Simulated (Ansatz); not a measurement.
**TiO₂: moving Ti off its site**

TiO₂, P4_2/mnm, a = 4.643 Å, c = 2.964 Å. The compound has several low-lying forms, and this is one of them. Ansatz: PBE, PAW, 420 eV, Γ-centred 6×6×10 mesh on 6 atoms, Gaussian smearing 0.05 eV; no spin polarisation.

```
Ti O
1.0
     4.64306    0.00000    0.00000
     0.00000    4.64306    0.00000
     0.00000    0.00000    2.96402
Ti O
2 4
Direct
  0.00000 0.00000 0.00000
  0.50000 0.50000 0.50000
  0.30511 0.30511 0.00000
  0.19489 0.80511 0.50000
  0.69489 0.69489 0.00000
  0.80511 0.19489 0.50000
```

Atom 1 (Ti) moves by x along the unit vector (0.462, -0.462, -0.757), with its periodic images; all else is held. y is the free energy of the cell over the start, F the force along the path summed over the moved atoms. Symmetry makes y even in x.

| x (Å) | y (meV) | F (eV/Å) |
| --- | --- | --- |
| -0.200 | 221.9 | 2.76 |
| -0.100 | 44.9 | 0.97 |
| 0.000 | 0.0 | 0.00 |
| 0.025 | 2.6 | -0.21 |
| 0.050 | 10.6 | -0.43 |
| 0.075 | ? | ? |
| 0.125 | 73.4 | -1.31 |
| 0.150 | 111.2 | -1.72 |
| 0.175 | 160.0 | -2.20 |

Question: Fit y = c2 x² + c4 x⁴ to the energies of the other rows, give the force constant, and predict energy and force of the missing row.

Answer: Least squares on the rows shown. y = 4154.7 x² + 34854 x⁴. The force constant is 2 c2 = 8.31 eV/Å² (for all images moving together, not for a lone atom). The force −dy/dx at the missing row is -0.68 eV/Å (computed -0.68). At x = 0.075 the fit asked for gives 24.5 meV. The run gave 24.4 meV, so the fit is 0.1 meV too high, within twice the rms miss on the fitted rows (0.07 meV).

Cost: 9 runs of about 4.1 core-minutes in all, on AMD EPYC 7R43 (Zen 3) (shared hosts).